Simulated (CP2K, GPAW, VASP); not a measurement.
# One calculation of Se, 3 ways

```xyz
3
Lattice="4.3662 0.0000 0.0000 -2.1831 3.7812 0.0000 0.0000 0.0000 4.9536" Properties=species:S:1:pos:R:3 pbc="T T T"
Se    1.6910    2.9289    0.0000
Se   -0.4921    0.8523    3.3024
Se    0.9841    0.0000    1.6512
```

Alike in all runs: task single point; functional PBEsol; k mesh 7 × 7 × 6; occupations gaussian, width 0.1 eV; no spin polarisation; no spin-orbit coupling. Pressure is positive in compression and, in plane waves, holds the error of the finite cutoff.

```csv
program and potentials,plane-wave cutoff (eV),notes,pressure (GPa),largest force (eV/Å)
"GPAW, PAW data sets generated for this functional",600,-,0.21,0.310
"VASP, PBE PAW files Se, 500 eV",500,potentials made for PBE,0.36,0.333
"CP2K, POTENTIAL_UZH Se GTH-PBE-q6; TZVP-MOLOPT-PBE-GTH basis",-,atomic basis; potentials made for PBE,1.94,0.738
```

Force on atom 1 (Se), eV/Å:

```
                                      program and potentials       x       y      z
           GPAW, PAW data sets generated for this functional  -0.155  -0.269  0.000
                              VASP, PBE PAW files Se, 500 eV  -0.167  -0.289  0.000
CP2K, POTENTIAL_UZH Se GTH-PBE-q6; TZVP-MOLOPT-PBE-GTH basis  -0.369  -0.639  0.000
```

The pressure spans 0.21 (GPAW, PAW data sets generated for this functional) to 1.94 GPa (CP2K, POTENTIAL_UZH Se GTH-PBE-q6; TZVP-MOLOPT-PBE-GTH basis). Rows in atomic bases carry the error of their basis and grid, which can be large.

Differences between rows come from potentials, basis sets and numerical settings, since the functional is the same but for its coding. Runs on potential files found faulty are left out.
